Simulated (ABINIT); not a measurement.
# Beyond one shot: KF (Carobbiite), part 3 of 4

Wanted: G0W0 and self-consistent gaps of KF (Carobbiite), with the cost of the cycles.

ABINIT 10.8.3; PBE and many-body steps on it, plane waves. Known limits of the many-body steps: not at the basis limit; coarse k mesh.

So far. Step 11 (QSGW, cycle 3): Against the cycle before, the gap moves by +0.243 eV.

### 14. QSGW, cycle 4

This step: QSGW on PBE, plane waves, norm-conserving pseudopotentials.

run.abi reads:

```
acell 3*1.0 Angstrom
rprim 
  -0.000000000000 2.671850000000 2.671850000000
  2.671850000000 -0.000000000000 2.671850000000
  2.671850000000 2.671850000000 0.000000000000
ntypat 2
znucl 19 9
natom 2
typat 1 2
xred 
  0.000000000000 0.000000000000 0.000000000000
  0.500000000000 0.500000000000 0.500000000000
pp_dirpath "pseudos"
pseudos "K.upf, F.upf"
ecut 36
ngkpt 4 4 4
nshiftk 1
shiftk 0 0 0
kptopt 1
chksymbreak 0
istwfk *1
occopt 1
irdwfk 1
optdriver 4
nband 94
gwcalctyp 28
ecutsigx 36
symsigma 0
nkptgw 8
kptgw 
  0.0000000000 0.0000000000 0.0000000000
  0.2500000000 0.0000000000 0.0000000000
  0.5000000000 0.0000000000 0.0000000000
  0.2500000000 0.2500000000 0.0000000000
  0.5000000000 0.2500000000 0.0000000000
  -0.2500000000 0.2500000000 0.0000000000
  0.5000000000 0.5000000000 0.0000000000
  -0.2500000000 0.5000000000 0.2500000000
bdgw 
  1 14
  1 14
  1 14
  1 14
  1 14
  1 14
  1 14
  1 14
ecuteps 6
irdscr 1
ppmodel 1
irdqps 1
rhoqpmix 0.3
indata_prefix "in"
outdata_prefix "out"
tmpdata_prefix "tmp"
```

The run is started by

```bash
$ OMP_NUM_THREADS=1 mpirun -n 8 abinit run.abi > log
```

What it wrote:

```text
.Version 10.8.3 of ABINIT. v10.8.2 released Aug 2026.

 Symmetries : space group Fm -3 m (#225); Bravais cF (face-center cubic)
[... echo of the input left out ...]
== DATASET  1 ==================================================================
-   mpi_nproc: 8, omp_nthreads: 1 (-1 if OMP is not activated)

--- !DatasetInfo
iteration_state: {dtset: 1, }
dimensions: {natom: 2, nkpt: 8, mband: 94, nsppol: 1, nspinor: 1, nspden: 1, mpw: 2685, }
cutoff_energies: {ecut:  36.0, pawecutdg:  -1.0, }
[...]
.  kptgw no:  3; Maximum DeltaE = (  -0.150   0.021) for band index:  1
[...]
.  kptgw no:  7; Maximum DeltaE = (   0.100   0.033) for band index:  2
.  kptgw no:  8; Maximum DeltaE = (  -0.075  -0.043) for band index:  2

== END DATASET(S) ==============================================================
================================================================================

 -outvars: echo values of variables after computation  --------
           etotal      0.0000000000E+00
            nband          94
             nkpt           8
          spgroup         225
 [... the other variables as echoed above ...]

 Calculation completed.
```

It took 50 s on 8 MPI ranks of Arm Neoverse V2, shared host; peak memory 2 GiB; 6.6 min of CPU time.

Numbers from this step:

| Property | Result |
| --- | --- |
| quasiparticle gap on the mesh | 11.31 eV |
| gap of the density functional on the mesh | 6.199 eV |
| k of the valence top | 0, 0, 0 |
| k of the conduction bottom | 0, 0, 0 |
| least direct quasiparticle gap on the computed points | 11.31 eV |

Against the cycle before, the gap moves by +0.052 eV.

### 15. Screening, 4×4×4 mesh, 94 bands, screening to 163.3 eV

This step: RPA screening on PBE, plane waves, norm-conserving pseudopotentials.

run.abi reads:

```
acell 3*1.0 Angstrom
rprim 
  -0.000000000000 2.671850000000 2.671850000000
  2.671850000000 -0.000000000000 2.671850000000
  2.671850000000 2.671850000000 0.000000000000
ntypat 2
znucl 19 9
natom 2
typat 1 2
xred 
  0.000000000000 0.000000000000 0.000000000000
  0.500000000000 0.500000000000 0.500000000000
pp_dirpath "pseudos"
pseudos "K.upf, F.upf"
ecut 36
ngkpt 4 4 4
nshiftk 1
shiftk 0 0 0
kptopt 1
chksymbreak 0
istwfk *1
occopt 1
irdwfk 1
optdriver 3
nband 94
ecuteps 6
inclvkb 2
awtr 1
symchi 1
gwcalctyp 28
mbpt_sciss 5.700 eV
nqptdm 1
qptdm 
  0 0 0
indata_prefix "in"
outdata_prefix "out"
tmpdata_prefix "tmp"
```

What it wrote:

```text
.Version 10.8.3 of ABINIT. v10.8.2 released Aug 2026.

 Symmetries : space group Fm -3 m (#225); Bravais cF (face-center cubic)
[... echo of the input left out ...]
== DATASET  1 ==================================================================
-   mpi_nproc: 8, omp_nthreads: 1 (-1 if OMP is not activated)

--- !DatasetInfo
iteration_state: {dtset: 1, }
dimensions: {natom: 2, nkpt: 8, mband: 94, nsppol: 1, nspinor: 1, nspden: 1, mpw: 2685, }
cutoff_energies: {ecut:  36.0, pawecutdg:  -1.0, }
[...]
[... chi0 elements left out ...]
 For q-point:  0.000010 0.000020 0.000030
  dielectric constant =   1.6660
  dielectric constant without local fields =   1.8038

  Average fulfillment of the sum rule on Im[epsilon] for q-point    1 :     74.62  [%]
[... wings left out ...]
== END DATASET(S) ==============================================================
================================================================================

 -outvars: echo values of variables after computation  --------
           etotal      0.0000000000E+00
            nband          94
             nkpt           8
          spgroup         225
 [... the other variables as echoed above ...]

 Calculation completed.
```

Wall time 2.9 s (8 MPI ranks); peak memory 0.14 GiB; 22 s of CPU time.

This step gave:

```
ε∞ with local fields, on this mesh, along the program's q direction : 1.666
the same without local fields                                       : 1.804
plasma frequency                                                    : 24.05 eV
plane waves in the screening matrix                                 : 169
```

This screening uses the functional's bands under a rigid shift, the mean opening of the cycle before.

### 16. Screening, 4×4×4 mesh, 94 bands, screening to 163.3 eV

This step: RPA screening on PBE from quasiparticle energies and orbitals, plane waves, norm-conserving pseudopotentials.

run.abi: that of step 15 with these lines changed.

```diff
@@ -29,7 +29,13 @@
 symchi 1
+irdqps 1
 gwcalctyp 28
-mbpt_sciss 5.700 eV
-nqptdm 1
+nqptdm 7
 qptdm 
-  0 0 0
+  0.2500000000 0.0000000000 0.0000000000
+  0.5000000000 0.0000000000 0.0000000000
+  0.2500000000 0.2500000000 0.0000000000
+  0.5000000000 0.2500000000 0.0000000000
+  -0.2500000000 0.2500000000 0.0000000000
+  0.5000000000 0.5000000000 0.0000000000
+  -0.2500000000 0.5000000000 0.2500000000
 indata_prefix "in"
```

mrgscr.stdin reads:

```
2
merged
q0_SCR
out_SCR
1
```

The run is started by

```bash
$ OMP_NUM_THREADS=1 mpirun -n 8 abinit run.abi > log; mrgscr < mrgscr.stdin
```

What it wrote:

```text
.Version 10.8.3 of ABINIT. v10.8.2 released Aug 2026.

 Symmetries : space group Fm -3 m (#225); Bravais cF (face-center cubic)
[... echo of the input left out ...]
== DATASET  1 ==================================================================
-   mpi_nproc: 8, omp_nthreads: 1 (-1 if OMP is not activated)

--- !DatasetInfo
iteration_state: {dtset: 1, }
dimensions: {natom: 2, nkpt: 8, mband: 94, nsppol: 1, nspinor: 1, nspden: 1, mpw: 2685, }
cutoff_energies: {ecut:  36.0, pawecutdg:  -1.0, }
[...]
q-point number  1        q = ( 0.250000, 0.000000, 0.000000) [r.l.u.]
--------------------------------------------------------------------------------
[... chi0 elements left out ...]
  Average fulfillment of the sum rule on Im[epsilon] for q-point    2 :     90.45  [%]

--------------------------------------------------------------------------------
  q-point number  2        q = ( 0.500000, 0.000000, 0.000000) [r.l.u.]
--------------------------------------------------------------------------------
[... chi0 elements left out ...]
  Average fulfillment of the sum rule on Im[epsilon] for q-point    3 :     83.56  [%]

 [... 5 further q-points ...]
```

Elapsed: 6.8 s, on 8 MPI ranks; peak memory 0.99 GiB; 53 s of CPU time.

Numbers from this step:

```
plasma frequency                    : 24.05 eV
plane waves in the screening matrix : 169
```

This screening reads the quasiparticle levels of the cycle before.

### 17. QSGW, cycle 5

This step: QSGW on PBE, plane waves, norm-conserving pseudopotentials.

run.abi: that of step 16 with these lines changed.

```diff
@@ -23,12 +23,10 @@
 irdwfk 1
-optdriver 3
+optdriver 4
 nband 94
-ecuteps 6
-inclvkb 2
-awtr 1
-symchi 1
-irdqps 1
 gwcalctyp 28
-nqptdm 7
-qptdm 
+ecutsigx 36
+symsigma 0
+nkptgw 8
+kptgw 
+  0.0000000000 0.0000000000 0.0000000000
   0.2500000000 0.0000000000 0.0000000000
@@ -40,2 +38,16 @@
   -0.2500000000 0.5000000000 0.2500000000
+bdgw 
+  1 14
+  1 14
+  1 14
+  1 14
+  1 14
+  1 14
+  1 14
+  1 14
+ecuteps 6
+irdscr 1
+ppmodel 1
+irdqps 1
+rhoqpmix 0.3
 indata_prefix "in"
```

The run is started by

```bash
$ OMP_NUM_THREADS=1 mpirun -n 8 abinit run.abi > log
```

What it wrote:

```text
.Version 10.8.3 of ABINIT. v10.8.2 released Aug 2026.

 Symmetries : space group Fm -3 m (#225); Bravais cF (face-center cubic)
[... echo of the input left out ...]
== DATASET  1 ==================================================================
-   mpi_nproc: 8, omp_nthreads: 1 (-1 if OMP is not activated)

--- !DatasetInfo
iteration_state: {dtset: 1, }
dimensions: {natom: 2, nkpt: 8, mband: 94, nsppol: 1, nspinor: 1, nspden: 1, mpw: 2685, }
cutoff_energies: {ecut:  36.0, pawecutdg:  -1.0, }
[...]
.  kptgw no:  3; Maximum DeltaE = (  -0.102  -0.092) for band index:  2
[...]
.  kptgw no:  7; Maximum DeltaE = (  -0.037  -0.077) for band index:  2
.  kptgw no:  8; Maximum DeltaE = (   0.057  -0.051) for band index:  2

== END DATASET(S) ==============================================================
================================================================================

 -outvars: echo values of variables after computation  --------
           etotal      0.0000000000E+00
            nband          94
             nkpt           8
          spgroup         225
 [... the other variables as echoed above ...]

 Calculation completed.
```

Run time: 51 s. Hardware: 8 MPI ranks; peak memory 2 GiB; 6.7 min of CPU time.

Numbers from this step:

| Item | Value |
| --- | --- |
| quasiparticle gap on the mesh | 11.29 eV |
| gap of the density functional on the mesh | 6.199 eV |
| k of the valence top | 0, 0, 0 |
| k of the conduction bottom | 0, 0, 0 |
| least direct quasiparticle gap on the computed points | 11.29 eV |

Against the cycle before, the gap moves by −0.028 eV.

### 18. Screening, 4×4×4 mesh, 94 bands, screening to 163.3 eV

This step: RPA screening on PBE, plane waves, norm-conserving pseudopotentials.

run.abi reads:

```
acell 3*1.0 Angstrom
rprim 
  -0.000000000000 2.671850000000 2.671850000000
  2.671850000000 -0.000000000000 2.671850000000
  2.671850000000 2.671850000000 0.000000000000
ntypat 2
znucl 19 9
natom 2
typat 1 2
xred 
  0.000000000000 0.000000000000 0.000000000000
  0.500000000000 0.500000000000 0.500000000000
pp_dirpath "pseudos"
pseudos "K.upf, F.upf"
ecut 36
ngkpt 4 4 4
nshiftk 1
shiftk 0 0 0
kptopt 1
chksymbreak 0
istwfk *1
occopt 1
irdwfk 1
optdriver 3
nband 94
ecuteps 6
inclvkb 2
awtr 1
symchi 1
gwcalctyp 28
mbpt_sciss 5.673 eV
nqptdm 1
qptdm 
  0 0 0
indata_prefix "in"
outdata_prefix "out"
tmpdata_prefix "tmp"
```

What it wrote:

```text
.Version 10.8.3 of ABINIT. v10.8.2 released Aug 2026.

 Symmetries : space group Fm -3 m (#225); Bravais cF (face-center cubic)
[... echo of the input left out ...]
== DATASET  1 ==================================================================
-   mpi_nproc: 8, omp_nthreads: 1 (-1 if OMP is not activated)

--- !DatasetInfo
iteration_state: {dtset: 1, }
dimensions: {natom: 2, nkpt: 8, mband: 94, nsppol: 1, nspinor: 1, nspden: 1, mpw: 2685, }
cutoff_energies: {ecut:  36.0, pawecutdg:  -1.0, }
[...]
[... chi0 elements left out ...]
 For q-point:  0.000010 0.000020 0.000030
  dielectric constant =   1.6667
  dielectric constant without local fields =   1.8047

  Average fulfillment of the sum rule on Im[epsilon] for q-point    1 :     74.57  [%]
[... wings left out ...]
== END DATASET(S) ==============================================================
================================================================================

 -outvars: echo values of variables after computation  --------
           etotal      0.0000000000E+00
            nband          94
             nkpt           8
          spgroup         225
 [... the other variables as echoed above ...]

 Calculation completed.
```

It took 3 s on 8 MPI ranks; peak memory 0.14 GiB.

This step gave:

```yaml
eps_infinity_with_local_fields_on_this_mesh_along_the_program_s_q_direction: 1.667
the_same_without_local_fields: 1.805
plasma_frequency: 24.05 eV
plane_waves_in_the_screening_matrix: 169
```

This screening uses the functional's bands under a rigid shift, the mean opening of the cycle before.

### 19. Screening, 4×4×4 mesh, 94 bands, screening to 163.3 eV

This step: RPA screening on PBE from quasiparticle energies and orbitals, plane waves, norm-conserving pseudopotentials.

run.abi: that of step 18 with these lines changed.

```diff
@@ -29,7 +29,13 @@
 symchi 1
+irdqps 1
 gwcalctyp 28
-mbpt_sciss 5.673 eV
-nqptdm 1
+nqptdm 7
 qptdm 
-  0 0 0
+  0.2500000000 0.0000000000 0.0000000000
+  0.5000000000 0.0000000000 0.0000000000
+  0.2500000000 0.2500000000 0.0000000000
+  0.5000000000 0.2500000000 0.0000000000
+  -0.2500000000 0.2500000000 0.0000000000
+  0.5000000000 0.5000000000 0.0000000000
+  -0.2500000000 0.5000000000 0.2500000000
 indata_prefix "in"
```

mrgscr.stdin is that of step 16.

The run is started by

```bash
$ OMP_NUM_THREADS=1 mpirun -n 8 abinit run.abi > log; mrgscr < mrgscr.stdin
```

What it wrote:

```text
.Version 10.8.3 of ABINIT. v10.8.2 released Aug 2026.

 Symmetries : space group Fm -3 m (#225); Bravais cF (face-center cubic)
[... echo of the input left out ...]
== DATASET  1 ==================================================================
-   mpi_nproc: 8, omp_nthreads: 1 (-1 if OMP is not activated)

--- !DatasetInfo
iteration_state: {dtset: 1, }
dimensions: {natom: 2, nkpt: 8, mband: 94, nsppol: 1, nspinor: 1, nspden: 1, mpw: 2685, }
cutoff_energies: {ecut:  36.0, pawecutdg:  -1.0, }
[...]
q-point number  1        q = ( 0.250000, 0.000000, 0.000000) [r.l.u.]
--------------------------------------------------------------------------------
[... chi0 elements left out ...]
  Average fulfillment of the sum rule on Im[epsilon] for q-point    2 :     90.46  [%]

--------------------------------------------------------------------------------
  q-point number  2        q = ( 0.500000, 0.000000, 0.000000) [r.l.u.]
--------------------------------------------------------------------------------
[... chi0 elements left out ...]
  Average fulfillment of the sum rule on Im[epsilon] for q-point    3 :     83.56  [%]

 [... 5 further q-points ...]
```

It took 6.7 s on 8 MPI ranks; peak memory 0.99 GiB; 52 s of CPU time.

This step gave:

- plasma frequency: 24.05 eV
- plane waves in the screening matrix: 169

This screening reads the quasiparticle levels of the cycle before.

### 20. QSGW, cycle 6

This step: QSGW on PBE, plane waves, norm-conserving pseudopotentials.

run.abi: that of step 19 with these lines changed.

```diff
@@ -23,12 +23,10 @@
 irdwfk 1
-optdriver 3
+optdriver 4
 nband 94
-ecuteps 6
-inclvkb 2
-awtr 1
-symchi 1
-irdqps 1
 gwcalctyp 28
-nqptdm 7
-qptdm 
+ecutsigx 36
+symsigma 0
+nkptgw 8
+kptgw 
+  0.0000000000 0.0000000000 0.0000000000
   0.2500000000 0.0000000000 0.0000000000
@@ -40,2 +38,16 @@
   -0.2500000000 0.5000000000 0.2500000000
+bdgw 
+  1 14
+  1 14
+  1 14
+  1 14
+  1 14
+  1 14
+  1 14
+  1 14
+ecuteps 6
+irdscr 1
+ppmodel 1
+irdqps 1
+rhoqpmix 0.3
 indata_prefix "in"
```

The run is started by

```bash
$ OMP_NUM_THREADS=1 mpirun -n 8 abinit run.abi > log
```

What it wrote:

```text
.Version 10.8.3 of ABINIT. v10.8.2 released Aug 2026.

 Symmetries : space group Fm -3 m (#225); Bravais cF (face-center cubic)
[... echo of the input left out ...]
== DATASET  1 ==================================================================
-   mpi_nproc: 8, omp_nthreads: 1 (-1 if OMP is not activated)

--- !DatasetInfo
iteration_state: {dtset: 1, }
dimensions: {natom: 2, nkpt: 8, mband: 94, nsppol: 1, nspinor: 1, nspden: 1, mpw: 2685, }
cutoff_energies: {ecut:  36.0, pawecutdg:  -1.0, }
[...]
.  kptgw no:  3; Maximum DeltaE = (   0.172   0.009) for band index:  2
[...]
.  kptgw no:  7; Maximum DeltaE = (   0.094  -0.049) for band index:  2
.  kptgw no:  8; Maximum DeltaE = (   0.025  -0.049) for band index:  2

== END DATASET(S) ==============================================================
================================================================================

 -outvars: echo values of variables after computation  --------
           etotal      0.0000000000E+00
            nband          94
             nkpt           8
          spgroup         225
 [... the other variables as echoed above ...]

 Calculation completed.
```

It took 50 s on 8 MPI ranks; peak memory 1.9 GiB; 6.6 min of CPU time.

This step gave:

| Quantity | Value |
| --- | --- |
| quasiparticle gap on the mesh | 11.25 eV |
| gap of the density functional on the mesh | 6.199 eV |
| k of the valence top | 0, 0, 0 |
| k of the conduction bottom | 0, 0, 0 |
| least direct quasiparticle gap on the computed points | 11.25 eV |

Against the cycle before, the gap moves by −0.039 eV.

### 21. Screening, 4×4×4 mesh, 94 bands, screening to 163.3 eV

This step: RPA screening on PBE, plane waves, norm-conserving pseudopotentials.

run.abi reads:

```
acell 3*1.0 Angstrom
rprim 
  -0.000000000000 2.671850000000 2.671850000000
  2.671850000000 -0.000000000000 2.671850000000
  2.671850000000 2.671850000000 0.000000000000
ntypat 2
znucl 19 9
natom 2
typat 1 2
xred 
  0.000000000000 0.000000000000 0.000000000000
  0.500000000000 0.500000000000 0.500000000000
pp_dirpath "pseudos"
pseudos "K.upf, F.upf"
ecut 36
ngkpt 4 4 4
nshiftk 1
shiftk 0 0 0
kptopt 1
chksymbreak 0
istwfk *1
occopt 1
irdwfk 1
optdriver 3
nband 94
ecuteps 6
inclvkb 2
awtr 1
symchi 1
gwcalctyp 28
mbpt_sciss 5.637 eV
nqptdm 1
qptdm 
  0 0 0
indata_prefix "in"
outdata_prefix "out"
tmpdata_prefix "tmp"
```

What it wrote:

```text
.Version 10.8.3 of ABINIT. v10.8.2 released Aug 2026.

 Symmetries : space group Fm -3 m (#225); Bravais cF (face-center cubic)
[... echo of the input left out ...]
== DATASET  1 ==================================================================
-   mpi_nproc: 8, omp_nthreads: 1 (-1 if OMP is not activated)

--- !DatasetInfo
iteration_state: {dtset: 1, }
dimensions: {natom: 2, nkpt: 8, mband: 94, nsppol: 1, nspinor: 1, nspden: 1, mpw: 2685, }
cutoff_energies: {ecut:  36.0, pawecutdg:  -1.0, }
[...]
[... chi0 elements left out ...]
 For q-point:  0.000010 0.000020 0.000030
  dielectric constant =   1.6678
  dielectric constant without local fields =   1.8061

  Average fulfillment of the sum rule on Im[epsilon] for q-point    1 :     74.52  [%]
[... wings left out ...]
== END DATASET(S) ==============================================================
================================================================================

 -outvars: echo values of variables after computation  --------
           etotal      0.0000000000E+00
            nband          94
             nkpt           8
          spgroup         225
 [... the other variables as echoed above ...]

 Calculation completed.
```

Wall time 3 s (8 MPI ranks); peak memory 0.13 GiB.

This step gave:

```
ε∞ with local fields, on this mesh, along the program's q direction : 1.668
the same without local fields                                       : 1.806
plasma frequency                                                    : 24.05 eV
plane waves in the screening matrix                                 : 169
```

This screening uses the functional's bands under a rigid shift, the mean opening of the cycle before.

### 22. Screening, 4×4×4 mesh, 94 bands, screening to 163.3 eV

This step: RPA screening on PBE from quasiparticle energies and orbitals, plane waves, norm-conserving pseudopotentials.

run.abi: that of step 21 with these lines changed.

```diff
@@ -29,7 +29,13 @@
 symchi 1
+irdqps 1
 gwcalctyp 28
-mbpt_sciss 5.637 eV
-nqptdm 1
+nqptdm 7
 qptdm 
-  0 0 0
+  0.2500000000 0.0000000000 0.0000000000
+  0.5000000000 0.0000000000 0.0000000000
+  0.2500000000 0.2500000000 0.0000000000
+  0.5000000000 0.2500000000 0.0000000000
+  -0.2500000000 0.2500000000 0.0000000000
+  0.5000000000 0.5000000000 0.0000000000
+  -0.2500000000 0.5000000000 0.2500000000
 indata_prefix "in"
```

mrgscr.stdin is that of step 19.

The run is started by

```bash
$ OMP_NUM_THREADS=1 mpirun -n 8 abinit run.abi > log; mrgscr < mrgscr.stdin
```

What it wrote:

```text
.Version 10.8.3 of ABINIT. v10.8.2 released Aug 2026.

 Symmetries : space group Fm -3 m (#225); Bravais cF (face-center cubic)
[... echo of the input left out ...]
== DATASET  1 ==================================================================
-   mpi_nproc: 8, omp_nthreads: 1 (-1 if OMP is not activated)

--- !DatasetInfo
iteration_state: {dtset: 1, }
dimensions: {natom: 2, nkpt: 8, mband: 94, nsppol: 1, nspinor: 1, nspden: 1, mpw: 2685, }
cutoff_energies: {ecut:  36.0, pawecutdg:  -1.0, }
[...]
q-point number  1        q = ( 0.250000, 0.000000, 0.000000) [r.l.u.]
--------------------------------------------------------------------------------
[... chi0 elements left out ...]
  Average fulfillment of the sum rule on Im[epsilon] for q-point    2 :     90.46  [%]

--------------------------------------------------------------------------------
  q-point number  2        q = ( 0.500000, 0.000000, 0.000000) [r.l.u.]
--------------------------------------------------------------------------------
[... chi0 elements left out ...]
  Average fulfillment of the sum rule on Im[epsilon] for q-point    3 :     83.55  [%]

 [... 5 further q-points ...]
```

The job ended after 7.5 s (8 MPI ranks; peak memory 0.99 GiB; 59 s of CPU time).

Numbers from this step:

```
plasma frequency                    : 24.05 eV
plane waves in the screening matrix : 169
```

This screening reads the quasiparticle levels of the cycle before.

(Continued in part 4 of 4.)

[Paths, hosts, dates, memory and timing lines, banners, echoed tables and standing remarks are left out of the program output.]

[Logs are printed without paths, hosts, clocks, repeated set-up lines and the standing remarks that a program may print on its own settings, such as how far it seeks lower states.]

[Runs of the session that timed out or met a known fault of the program may be left out.]

[Hosts, paths, dates, database ids (printed as entryN), source tags and the programs' standing remarks are cut or masked in the printed files.]

[G0W0 gaps are taken among the corrected bands and points alone; a level outside them can change the order at an edge.]

[Where Ansatz stands beside ABINIT at settings called matched, ABINIT's density can come from a denser mesh and the files from another edition; pairs whose starting gaps differed by over 0.03 eV were left out, so agreement reads better than it is.]
